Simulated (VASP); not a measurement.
# MnF2 (Fd-3m) in VASP: single point with PBE

Aim: the single point of MnF2 with PBE.

Everything below comes from runs of VASP 6.6.1. Logs are shortened: lines on timing, memory, paths and dates and some standing lists are left out, and cuts for length are marked.

### Step 1. The structure

The structure is cubic, space group Fd-3m (No. 227). The conventional cell has a = 8.521 Å, b = 8.521 Å, c = 8.521 Å, α = 90.00°, β = 90.00°, γ = 90.00°. Around Mn (site symmetry -43m) lie 4 F at 1.84 Å. F (site symmetry -3m) has 2 Mn at 1.84 Å as nearest neighbours.

The cell was built by a generator and needn't be a form met in nature.

### Step 2. Single point, PBE, collinear spin, typed start

INCAR reads:

```
PREC = Accurate
ENCUT = 520
EDIFF = 1E-6
ISMEAR = 0
SIGMA = 0.1
LREAL = False
LASPH = True
NELM = 150
ALGO = Fast
ISIF = 2
LWAVE = False
LCHARG = False
ISPIN = 2
MAGMOM = 4 -4 0 0 0 0
LORBIT = 11
LMAXMIX = 4
GGA = PE
NBANDS = 40
```

KPOINTS reads:

```
regular mesh
0
Gamma
  4 4 4
```

POSCAR reads:

```
MnF2
1.0
    0.0000000000      4.2604333000      4.2604333000
    4.2604333000      0.0000000000      4.2604333000
    4.2604333000      4.2604333000      0.0000000000
Mn F
2 4
Direct
    0.5000000000      0.5000000000      0.5000000000
    0.7500000000      0.7500000000      0.7500000000
    0.1250000000      0.6250000000      0.6250000000
    0.6250000000      0.1250000000      0.6250000000
    0.6250000000      0.6250000000      0.1250000000
    0.6250000000      0.6250000000      0.6250000000
```

Potentials or basis: VASP PAW PBE potentials, release 64 (Mn_pv, F).

The run is started by

```sh
$ cat potpaw_PBE.64/Mn_pv/POTCAR potpaw_PBE.64/F/POTCAR > POTCAR
$ mpirun -np 1 vasp_std > vasp.out
```

OUTCAR:

```text
PREC = Accurate
   ENCUT = 520
   EDIFF = 1E-6
   ISMEAR = 0
   LREAL = False
   LASPH = True
   NELM = 150
   ISIF = 2
   ISPIN = 2
   LORBIT = 11
   GGA = PE

 ion  position               nearest neighbor table
   1  0.500  0.500  0.500-   6 1.84   4 1.84   5 1.84   3 1.84
   2  0.750  0.750  0.750-   6 1.84   4 1.84   5 1.84   3 1.84
   3  0.125  0.625  0.625-   1 1.84   2 1.84
   4  0.625  0.125  0.625-   1 1.84   2 1.84
   5  0.625  0.625  0.125-   1 1.84   2 1.84
   6  0.625  0.625  0.625-   1 1.84   2 1.84

  LATTYP: Found a face centered cubic cell.
 ALAT       =     8.5208666000

  Lattice vectors:

 A1 = (   0.0000000000,   4.2604333000,   4.2604333000)
 A2 = (   4.2604333000,   0.0000000000,   4.2604333000)
 A3 = (   4.2604333000,   4.2604333000,   0.0000000000)

Analysis of symmetry for initial positions (statically):
=====================================================================
 Subroutine PRICEL returns:
 Original cell was already a primitive cell.

 Routine SETGRP: Setting up the symmetry group for a
 face centered cubic supercell.

 Subroutine GETGRP returns: Found 48 space group operations
 (whereof 24 operations were pure point group operations)
 out of a pool of 48 trial point group operations.

The static configuration has the point symmetry T_d .
 The point group associated with its full space group is O_h .

Analysis of symmetry for dynamics (positions and initial velocities):
=====================================================================
 Subroutine PRICEL returns:
 Original cell was already a primitive cell.

 Routine SETGRP: Setting up the symmetry group for a
 face centered cubic supercell.

 Subroutine GETGRP returns: Found 48 space group operations
 (whereof 24 operations were pure point group operations)
 out of a pool of 48 trial point group operations.

The dynamic configuration has the point symmetry T_d .
 The point group associated with its full space group is O_h .

Analysis of structural, dynamic, and magnetic symmetry:
=====================================================================
 Subroutine PRICEL returns:
 Original cell was already a primitive cell.

 Routine SETGRP: Setting up the symmetry group for a
 face centered cubic supercell.

 Subroutine GETGRP returns: Found 48 space group operations
 (whereof 24 operations were pure point group operations)
 out of a pool of 48 trial point group operations.

The overall configuration has the point symmetry T_d .
[... 129 lines left out ...]
   NGX = 23   NGY = 23   NGZ = 23

 number of electron      53.9999976 magnetization      -0.0000000

 number of electron      53.9999976 magnetization       0.0000000

 Free energy of the ion-electron system (eV)
  ---------------------------------------------------
  ext. energy  EPLUGINS =         0.00000000
  ---------------------------------------------------
  free energy    TOTEN  =       -37.54639043 eV

  energy without entropy =      -37.54639043  energy(sigma->0) =      -37.54639043

 E-fermi :  -0.1331     XC(G=0):  -6.0893

 val. band max:       -0.5917266671   @ k =   0.5000   0.5000   0.0000
 cond. band min:       1.3092595563   @ k =   0.0000   0.0000   0.0000
 fundamental gap:      1.9009862234
 Fermi energy:        -0.1330899609

 spin component 1

 k-point     1 :       0.0000    0.0000    0.0000
  band No.  band energies     occupation
      1     -49.6350      1.00000
      2     -49.6350      1.00000
      3     -49.6350      1.00000
      4     -45.0036      1.00000
      5     -45.0036      1.00000
      6     -45.0036      1.00000
[... 325 lines left out ...]
     38       8.4452      0.00000
     39       8.4920      0.00000
 Fermi energy:        -0.1330899609

 spin component 2

 k-point     1 :       0.0000    0.0000    0.0000
  band No.  band energies     occupation
      1     -49.6350      1.00000
      2     -49.6350      1.00000
      3     -49.6350      1.00000
      4     -45.0036      1.00000
      5     -45.0036      1.00000
      6     -45.0036      1.00000
[... 325 lines left out ...]
     38       8.4452      0.00000
     39       8.4920      0.00000
 [bands above 39 left out]

------------------------ aborting loop because EDIFF is reached ----------------------------------------

  FORCE on cell =-STRESS in cart. coord.  units (eV):
  Direction    XX          YY          ZZ          XY          YZ          ZX
  --------------------------------------------------------------------------------------
  -------------------------------------------------------------------------------------
  Total       11.6133819     11.6133819     11.6133819     -0.0000000      0.0000000      0.0000000
  in kB      120.3034227    120.3034227    120.3034227     -0.0000000      0.0000000      0.0000000
  external PRESSURE =     120.3034227 kB  Pullay stress =       0.0000000 kB

 VOLUME and BASIS-vectors are now :
 -----------------------------------------------------------------------------
  energy-cutoff  :      520.00
  volume of cell :      154.66
      direct lattice vectors                 reciprocal lattice vectors
     0.000000000  4.260433300  4.260433300    -0.117358955  0.117358955  0.117358955
     4.260433300  0.000000000  4.260433300     0.117358955 -0.117358955  0.117358955
     4.260433300  4.260433300  0.000000000     0.117358955  0.117358955 -0.117358955

 POSITION                                       TOTAL-FORCE (eV/Angst)
 -----------------------------------------------------------------------------------
      4.26043      4.26043      4.26043        -0.000000     -0.000000     -0.000000
      6.39065      6.39065      6.39065         0.000000      0.000000      0.000000
      5.32554      3.19532      3.19532         0.000000      0.000000     -0.000000
      3.19532      5.32554      3.19532         0.000000     -0.000000      0.000000
      3.19532      3.19532      5.32554         0.000000      0.000000     -0.000000
      5.32554      5.32554      5.32554         0.000000     -0.000000      0.000000
 -----------------------------------------------------------------------------------
    total drift:                                0.000000     -0.000000     -0.000000

  FREE ENERGIE OF THE ION-ELECTRON SYSTEM (eV)
  ---------------------------------------------------
  free  energy   TOTEN  =       -37.5463904303 eV

  energy  without entropy=      -37.5463904303  energy(sigma->0) =      -37.54639043

 total charge

# of ion       s       p       d       tot
------------------------------------------
    1        0.234   6.284   5.129  11.648
    2        0.234   6.284   5.129  11.648
    3        1.736   4.406   0.000   6.142
    4        1.736   4.406   0.000   6.142
    5        1.736   4.406   0.000   6.142
    6        1.736   4.406   0.000   6.142
--------------------------------------------------
tot          7.413  30.193  10.259  47.865

 magnetization (x)

# of ion       s       p       d       tot
------------------------------------------
    1        0.009   0.053   4.226   4.288
    2       -0.009  -0.053  -4.226  -4.288
    3        0.000   0.000   0.000   0.000
    4        0.000   0.000   0.000   0.000
    5        0.000   0.000   0.000   0.000
    6        0.000   0.000   0.000   0.000
--------------------------------------------------
tot          0.000   0.000   0.000   0.000
```

Wall time 5.1 min (1 thread of Intel Xeon Platinum 8375C at 2.90GHz (Ice Lake), shared host); peak memory 0.42 GiB.

What came out:

```
Free energy                                           : -37.5464 eV
Pressure                                              : 12.0 GPa
Band gap on the k mesh                                : 1.90 eV, indirect (least direct gap 2.05 eV)
Net moment                                            : 0.00 μB per cell
Site moments                                          : Mn +4.29, -4.29; F +0.00 μB
Valence electrons inside the program's atomic spheres : Mn 11.65; F 6.14
```

A k mesh can miss the band edges. PBE gaps usually lie below the measured ones, often by a third to a half.
